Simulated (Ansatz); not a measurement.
# Ge across functionals

```
Ge
1.0
     0.00000    2.82877    2.82877
     2.82877    0.00000    2.82877
     2.82877    2.82877    0.00000
Ge
2
Direct
  0.50000 0.50000 0.50000
  0.75000 0.75000 0.75000
```

Atoms are numbered in the order listed.

The conventional cell has a = 5.658 Å, b = 5.658 Å, c = 5.658 Å, α = 90.00°, β = 90.00°, γ = 90.00°. Around Ge (atom 1) lie 4 Ge at 2.45 Å.

The cell is a measured one (Crystallography Open Database entry 9011050); the temperature and pressure of the measurement aren't taken into account, and nothing was relaxed.

One fixed cell is solved with several functionals by PAW (frozen-core files) in Ansatz 0.2.0, scalar-relativistically. A positive pressure means that the functional wants a larger cell.

The PAW files were made with PBE; their cores are remade for each functional.

Numerical set-up: a Γ-centred 10×10×10 k mesh, Fermi–Dirac smearing of 0.05 eV, cutoff 420 eV, no spin polarisation.

Cutoffs: PBE 420 eV, LDA 420 eV, PBEsol 420 eV, r²SCAN 500 eV.

Gaps under 0.4 eV may close at points that the mesh misses.

```
setting  P (GPa)  gap over the k mesh and a high-symmetry path (eV)  lowest level at Γ above −25 eV, from the valence-band top or, without a gap, the Fermi level (eV)
    PBE     3.65                                                  ?                                                                                             -24.80
    LDA        ?                                               none                                                                                             -24.90
 PBEsol     0.66                                               none                                                                                             -24.83
 r²SCAN     0.66                                               0.44                                                                                             -13.30
```

Q: Give the missing entry: row "LDA", column "P (GPa)".

A: -1.28.

Q: What belongs in the row "PBE", column "gap over the k mesh and a high-symmetry path (eV)"?

A: 0.03.
